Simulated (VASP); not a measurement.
# Cu2O (Cuprite) (Pn-3m) in VASP: further runs

Runs on Cu2O (Cuprite). Level: PBEsol. Tasks: relaxation of the atoms.

Program: VASP 6.6.1. These are calculated values, not measurements. Logs are shortened: lines on timing, memory, paths and dates and some standing lists are left out, and cuts for length are marked.

**What was measured.**

From “Importance of surface oxygen vacancies for ultrafast hot carrier relaxation and transport in Cu2O”, 2021, arxiv:2103.03167, for a bulk crystal of Cu2O: band gap 2.17 eV (direct).

How close the calculation comes is told below.

### Step 1. Starting point

It takes space group Pn-3m (No. 224, cubic). The conventional cell has a = 4.231 Å, b = 4.231 Å, c = 4.231 Å, α = 90.00°, β = 90.00°, γ = 90.00°. Cu (site symmetry -3m) has 2 O at 1.83 Å as nearest neighbours. O (site symmetry -43m) has 4 Cu at 1.83 Å as nearest neighbours.

### Step 2. Relaxation of the atoms, PBEsol (a relaxed cell with its volume scaled by 0.94)

The input, INCAR:

```
SYSTEM = Cu2O
PREC = Accurate ; ENCUT = 600
EDIFF = 1E-7 ; ISMEAR = 0
SIGMA = 0.03 ; LREAL = .False.
LASPH = .True. ; NELM = 80
ALGO = Normal ; ISIF = 2
LWAVE = .False. ; LCHARG = .False.
GGA = PS ; IBRION = 2
NSW = 40 ; EDIFFG = -0.01
KPAR = 2
```

The input, KPOINTS:

```
regular mesh
0
Gamma
  6 6 6
  0 0 0
```

The input, POSCAR:

```
Cu2O                                    
1.0
    4.1447587850      0.0000000000      0.0000000000
    0.0000000000      4.1447587850      0.0000000000
    0.0000000000      0.0000000000      4.1447587850
  Cu              O             
     4     2
Direct
     0.2500000000000000    0.2500000000000000    0.2500000000000000
     0.2500000000000000    0.7500000000000000    0.7500000000000000
     0.7500000000000000    0.7500000000000000    0.2500000000000000
     0.7500000000000000    0.2500000000000000    0.7500000000000000
     0.0000000000000000    0.0000000000000000    0.0000000000000000
     0.5000000000000000    0.5000000000000000    0.5000000000000000
```

Potentials or basis: VASP PAW PBE potentials, release 64 (Cu, O).

Launch:

```
cat potpaw_PBE.64/Cu/POTCAR potpaw_PBE.64/O/POTCAR > POTCAR
mpirun -np 2 vasp_std > vasp.out
```

OUTCAR:

```text
SYSTEM = Cu2O
   PREC = Accurate
   ENCUT = 600
   EDIFF = 1E-7
   ISMEAR = 0
   LREAL = .False.
   LASPH = .True.
   NELM = 80
   ISIF = 2
   GGA = PS
   IBRION = 2
   NSW = 40
   EDIFFG = -0.01

 ion  position               nearest neighbor table
   1  0.250  0.250  0.250-   5 1.79   6 1.79
   2  0.250  0.750  0.750-   5 1.79   6 1.79
   3  0.750  0.750  0.250-   5 1.79   6 1.79
   4  0.750  0.250  0.750-   5 1.79   6 1.79
   5  0.000  0.000  0.000-   1 1.79   2 1.79   3 1.79   4 1.79
   6  0.500  0.500  0.500-   1 1.79   2 1.79   3 1.79   4 1.79

  LATTYP: Found a simple cubic cell.
 ALAT       =     4.1447587850

  Lattice vectors:

 A1 = (   4.1447587850,   0.0000000000,   0.0000000000)
 A2 = (   0.0000000000,   4.1447587850,   0.0000000000)
 A3 = (   0.0000000000,   0.0000000000,   4.1447587850)

Analysis of symmetry for initial positions (statically):
=====================================================================
 Subroutine PRICEL returns:
 Original cell was already a primitive cell.

 Routine SETGRP: Setting up the symmetry group for a
 simple cubic supercell.

 Subroutine GETGRP returns: Found 48 space group operations
 (whereof 24 operations were pure point group operations)
 out of a pool of 48 trial point group operations.

The static configuration has the point symmetry T_d .
 The point group associated with its full space group is O_h .

Analysis of symmetry for dynamics (positions and initial velocities):
=====================================================================
 Subroutine PRICEL returns:
 Original cell was already a primitive cell.

 Routine SETGRP: Setting up the symmetry group for a
 simple cubic supercell.

 Subroutine GETGRP returns: Found 48 space group operations
 (whereof 24 operations were pure point group operations)
 out of a pool of 48 trial point group operations.

The dynamic configuration has the point symmetry T_d .
 The point group associated with its full space group is O_h .

 Subroutine INISYM returns: Found 48 space group operations
 (whereof 24 operations are pure point group operations),
 and found     1 'primitive' translations

----------------------------------------------------------------------------------------

                                     Primitive cell

  volume of cell :      71.2029

  direct lattice vectors                    reciprocal lattice vectors
     4.144758785  0.000000000  0.000000000     0.241268564  0.000000000  0.000000000
     0.000000000  4.144758785  0.000000000     0.000000000  0.241268564  0.000000000
     0.000000000  0.000000000  4.144758785     0.000000000  0.000000000  0.241268564

  length of vectors
     4.144758785  4.144758785  4.144758785     0.241268564  0.241268564  0.241268564

  position of ions in fractional coordinates (direct lattice)
     0.250000000  0.250000000  0.250000000
     0.250000000  0.750000000  0.750000000
     0.750000000  0.750000000  0.250000000
     0.750000000  0.250000000  0.750000000
     0.000000000  0.000000000  0.000000000
     0.500000000  0.500000000  0.500000000

  ion indices of the primitive-cell ions
   primitive index   ion index
                 1           1
                 2           2
                 3           3
                 4           4
                 5           5
                 6           6

----------------------------------------------------------------------------------------

 KPOINTS: regular mesh

Automatic generation of k-mesh.
 Grid dimensions read from file:
 generate k-points for:    6    6    6

 Generating k-lattice:

  Cartesian coordinates                     Fractional coordinates (reciprocal lattice)
     0.040211427  0.000000000  0.000000000     0.166666667  0.000000000  0.000000000
     0.000000000  0.040211427  0.000000000     0.000000000  0.166666667  0.000000000
     0.000000000  0.000000000  0.040211427     0.000000000  0.000000000  0.166666667

  Length of vectors
     0.040211427  0.040211427  0.040211427

  Shift w.r.t. Gamma in fractional coordinates (k-lattice)
     0.000000000  0.000000000  0.000000000

 Subroutine IBZKPT returns following result:
 ===========================================

 Found     20 irreducible k-points:

 Following reciprocal coordinates:
            Coordinates               Weight
  0.000000  0.000000  0.000000      1.000000
  0.166667  0.000000  0.000000      6.000000
  0.333333  0.000000  0.000000      6.000000
  0.500000  0.000000  0.000000      3.000000
  0.166667  0.166667  0.000000     12.000000
  0.333333  0.166667  0.000000     24.000000
[... 12 lines left out ...]
  0.500000  0.500000  0.333333      6.000000
  0.500000  0.500000  0.500000      1.000000
   k-points           NKPTS =     20   k-points in BZ     NKDIM =     20   number of bands    NBANDS=     33
   number of dos      NEDOS =    301   number of ions     NIONS =      6
   total plane-waves  NPLWV =  46656
   dimension x,y,z NGX =    36 NGY =   36 NGZ =   36
   dimension x,y,z NGXF=    72 NGYF=   72 NGZF=   72
   ions per type =               4   2
   NGX,Y,Z   is equivalent  to a cutoff of  14.44, 14.44, 14.44 a.u.
   NGXF,Y,Z  is equivalent  to a cutoff of  28.88, 28.88, 28.88 a.u.
 SYSTEM =  Cu2O
   PREC   = accura    normal or accurate (medium, high low for compatibility)
   ISTART =      0    job   : 0-new  1-cont  2-samecut
   ICHARG =      2    charge: 1-file 2-atom 10-const
   ISPIN  =      1    spin polarized calculation?
   LNONCOLLINEAR =      F non collinear calculations
   LSORBIT =      F    spin-orbit coupling
   LASPH  =      T    aspherical Exc in radial PAW
   ENCUT  =  600.0 eV  44.10 Ry    6.64 a.u.   8.28  8.28  8.28*2*pi/ulx,y,z
   NELM   =     80;   NELMIN=  2; NELMDL= -5     # of ELM steps
   EDIFF  = 0.1E-06   stopping-criterion for ELM
   LREAL  =      F    real-space projection
   EDIFFG = -.1E-01   stopping-criterion for IOM
   NSW    =     40    number of steps for IOM
   IBRION =      2    ionic relax: 0-MD 1-quasi-New 2-CG
   NFREE  =      1    steps in history (QN), initial steepest desc. (CG)
   ISIF   =      2    stress and relaxation
   ISYM   =      2    0-nonsym 1-usesym 2-fastsym
   POTIM  = 0.5000    time-step for ionic-motion
   TEBEG  =    0.0;   TEEND  =   0.0 temperature during run
   PSTRESS=    0.0 pullay stress
   NELECT =      56.0000    total number of electrons
   NUPDOWN=      -1.0000    fix difference up-down
   EMIN   =  10.00;   EMAX   =-10.00  energy-range for DOS
   EFERMI =   0.00;   METHOD = LEGACY
   ISMEAR =     0;   SIGMA  =   0.03  broadening in eV -4-tet -1-fermi 0-gaus
   EFERMI_NEDOS =   21; number of points for ismear=-14 and -15
   IALGO  =     38    algorithm
   IMIX   =      4    mixing-type and parameters
     AMIX     =   0.40;   BMIX     =  1.00
     AMIX_MAG =   1.60;   BMIX_MAG =  1.00
  volume/ion in A,a.u.               =      11.87        80.08
  Fermi-wavevector in a.u.,A,eV,Ry     =   1.511141  2.855642 31.069534  2.283546
  Thomas-Fermi vector in A             =   2.621237
   LORBIT       =      0    0 simple, 1 ext, 2 COOP (PROOUT), +10 PAW based schemes
   GGA     = PS    functional components
   LHFCALC =     F    Hartree Fock is set to
   AEXX    =    0.0000 exact exchange contribution
   IVDW    =     0    specifies the selected vdW correction
   LEPSILON=     F    determine dielectric tensor
   LRPA    =     F    only Hartree local field effects (RPA)
 conjugate gradient relaxation of ions
 non-spin polarized calculation
 Gauss-broadening in eV      SIGMA  =   0.03
  energy-cutoff  :      600.00
  volume of cell :       71.20
 maximum number of plane-waves:      2408
 NGX is ok and might be reduce to    36
   NGX = 17   NGY = 17   NGZ = 17

 number of electron      56.0000055 magnetization

 Free energy of the ion-electron system (eV)
  ---------------------------------------------------
  ext. energy  EPLUGINS =         0.00000000
  ---------------------------------------------------
  free energy    TOTEN  =       -29.83879151 eV

  energy without entropy =      -29.83879151  energy(sigma->0) =      -29.83879151

 E-fermi :   5.7150     XC(G=0): -11.7315

 val. band max:        5.5748138410   @ k =   0.0000   0.0000   0.0000
 cond. band min:       6.2843732058   @ k =   0.0000   0.0000   0.0000
 fundamental gap:      0.7095593647
 Fermi energy:         5.7150089157

 k-point     1 :       0.0000    0.0000    0.0000
  band No.  band energies     occupation
      1     -15.2429      2.00000
      2     -14.3089      2.00000
      3      -2.4722      2.00000
      4      -2.4722      2.00000
      5      -2.4722      2.00000
      6       0.1203      2.00000
[... 25 lines left out ...]
     32      13.9769      0.00000
     33      13.9769      0.00000

 k-point     2 :       0.1667    0.0000    0.0000
  band No.  band energies     occupation
      1     -15.1806      2.00000
      2     -14.3713      2.00000
      3      -2.3888      2.00000
      4      -2.3582      2.00000
      5      -2.3582      2.00000
      6      -0.4061      2.00000
[... 25 lines left out ...]
     32      13.4322      0.00000
     33      13.6967      0.00000

 k-point     3 :       0.3333    0.0000    0.0000
  band No.  band energies     occupation
      1     -15.0099      2.00000
      2     -14.5422      2.00000
      3      -2.1317      2.00000
      4      -2.0490      2.00000
      5      -2.0490      2.00000
      6      -1.0896      2.00000
[... 25 lines left out ...]
     32      11.6148      0.00000
     33      13.5079      0.00000

 k-point     4 :       0.5000    0.0000    0.0000
  band No.  band energies     occupation
      1     -14.7762      2.00000
      2     -14.7762      2.00000
      3      -1.7779      2.00000
      4      -1.7779      2.00000
      5      -1.6930      2.00000
      6      -1.6930      2.00000
[... 529 lines left out ...]
     32       9.8257      0.00000
     33      10.4584      0.00000

 k-point    19 :       0.5000    0.5000    0.3333
  band No.  band energies     occupation
      1     -14.9842      2.00000
      2     -14.4589      2.00000
      3      -2.4070      2.00000
      4      -2.4070      2.00000
      5      -2.1768      2.00000
      6      -0.8145      2.00000
[... 25 lines left out ...]
     32       9.8608      0.00000
     33      10.8256      0.00000

 k-point    20 :       0.5000    0.5000    0.5000
  band No.  band energies     occupation
      1     -15.0171      2.00000
      2     -14.4089      2.00000
      3      -2.3438      2.00000
      4      -2.3438      2.00000
      5      -2.3438      2.00000
      6      -0.7582      2.00000
[... 25 lines left out ...]
     32      10.7306      0.00000
     33      10.7306      0.00000

------------------------ aborting loop because EDIFF is reached ----------------------------------------

  FORCE on cell =-STRESS in cart. coord.  units (eV):
  Direction    XX          YY          ZZ          XY          YZ          ZX
  --------------------------------------------------------------------------------------
  -------------------------------------------------------------------------------------
  Total        4.1649481      4.1649481      4.1649481     -0.0000000     -0.0000000     -0.0000000
  in kB       93.7178667     93.7178667     93.7178667     -0.0000000     -0.0000000     -0.0000000
  external PRESSURE =      93.7178667 kB  Pullay stress =       0.0000000 kB

 VOLUME and BASIS-vectors are now :
 -----------------------------------------------------------------------------
  energy-cutoff  :      600.00
  volume of cell :       71.20
      direct lattice vectors                 reciprocal lattice vectors
     4.144758785  0.000000000  0.000000000     0.241268564  0.000000000  0.000000000
     0.000000000  4.144758785  0.000000000     0.000000000  0.241268564  0.000000000
     0.000000000  0.000000000  4.144758785     0.000000000  0.000000000  0.241268564

 POSITION                                       TOTAL-FORCE (eV/Angst)
 -----------------------------------------------------------------------------------
      1.03619      1.03619      1.03619        -0.000000      0.000000      0.000000
      1.03619      3.10857      3.10857         0.000000      0.000000     -0.000000
      3.10857      3.10857      1.03619         0.000000     -0.000000     -0.000000
      3.10857      1.03619      3.10857        -0.000000     -0.000000      0.000000
      0.00000      0.00000      0.00000        -0.000000      0.000000      0.000000
      2.07238      2.07238      2.07238        -0.000000      0.000000      0.000000
 -----------------------------------------------------------------------------------
    total drift:                                0.000000      0.000000      0.000000

  FREE ENERGIE OF THE ION-ELECTRON SYSTEM (eV)
  ---------------------------------------------------
  free  energy   TOTEN  =       -29.8387915105 eV

  energy  without entropy=      -29.8387915105  energy(sigma->0) =      -29.83879151

 reached required accuracy - stopping structural energy minimisation
```

Wall time 16 s (2 MPI ranks of Intel Xeon 6975P-C (Granite Rapids), shared host); peak memory 0.21 GiB.

Results:

```
Free energy             : -29.8388 eV
Pressure after relaxing : 9.4 GPa
Band gap on the k mesh  : 0.71 eV, direct
```

Final structure:
```
Cu O
1.0
     4.14476    0.00000    0.00000
     0.00000    4.14476    0.00000
     0.00000    0.00000    4.14476
Cu O
4 2
Direct
  0.25000 0.25000 0.25000
  0.25000 0.75000 0.75000
  0.75000 0.75000 0.25000
  0.75000 0.25000 0.75000
  0.00000 0.00000 0.00000
  0.50000 0.50000 0.50000
```

Levels at points of the mesh, in eV from the valence-band top:
```
           k point  band 26  band 27  band 28  band 29  band 30  band 31
(0.00, 0.00, 0.00)     0.00     0.00     0.00     0.71     0.88     0.88
(0.50, 0.00, 0.00)    -1.35    -0.46    -0.46     2.44     2.44     4.15
(0.50, 0.50, 0.00)    -1.36    -0.75    -0.75     1.91     1.91     3.99
(0.50, 0.50, 0.50)    -0.64    -0.64    -0.64     2.27     2.27     2.27
```

Caveat: the relaxation stopped at its first step, so nothing moved; the PAW data sets were made with another functional, which shifts forces and pressure a little. A k mesh can miss the band edges.

(Continued in part 2 of 3.)
